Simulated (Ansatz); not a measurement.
## BiTe: enthalpy against pressure

BiTe, Fm-3m, a = 6.467 Å. The structure is a COD entry; whether it is the stable form wasn't checked. Ansatz: r2SCAN, PAW, 500 eV, Γ-centred 12×12×12 mesh on 2 atoms, Gaussian smearing 0.10 eV; no spin polarisation. Cell and atoms are relaxed at each pressure, and no other structure is tried, so the rows at high pressure may lie past a change of phase. y is the enthalpy over the state at zero pressure; there V0 = 33.801 Å³/atom. The pressures are the targets, met within 0.06 GPa.

```
P (GPa) y (eV/atom)
   -1.0      -0.2132
    0.0       0.0000
    1.0       0.2090
    4.0       0.8151
   12.0       2.3175
   25.0       4.5275
   50.0            ?
   90.0      13.5983
```

Task: Fit y = c1 P + c2 P² + c3 P³ to the other rows, say what c1 and c2 mean, and predict the missing value.

Result: Least squares on the rows shown. y = 0.20700 P − 0.0011980 P² + 6.4093×10⁻⁶ P³. Since dH/dP = V, c1 is V0: 0.20700 eV/GPa × 160.2 = 33.161 Å³ against 33.801; c2 = −V0/(2B0) gives B0 = 86 GPa, where a Birch–Murnaghan fit to the volumes of the same runs (not shown) gives 51 GPa: a cubic over this range folds the higher terms into c2. Above P = −c2/(3 c3) = 62 GPa the cubic's slope, the volume, would rise with pressure, so the form fails there. At P = 50.0 the fit asked for gives 8.1562 eV/atom. The run gave 8.3000 eV/atom, so the fit is 0.1438 eV/atom too low, 1 % of the span of the series, against an rms of 0.0040 eV/atom on the fitted rows. With a term in P⁴ added, a fit to the same known rows predicts 8.4993 eV/atom, which misses by about as much or more on the other side: the known rows don't fix the higher terms.

The mesh isn't the same in all rows (12×12×12, 14×14×14). Spin–orbit coupling is left out, which can shift energies with elements as heavy as these.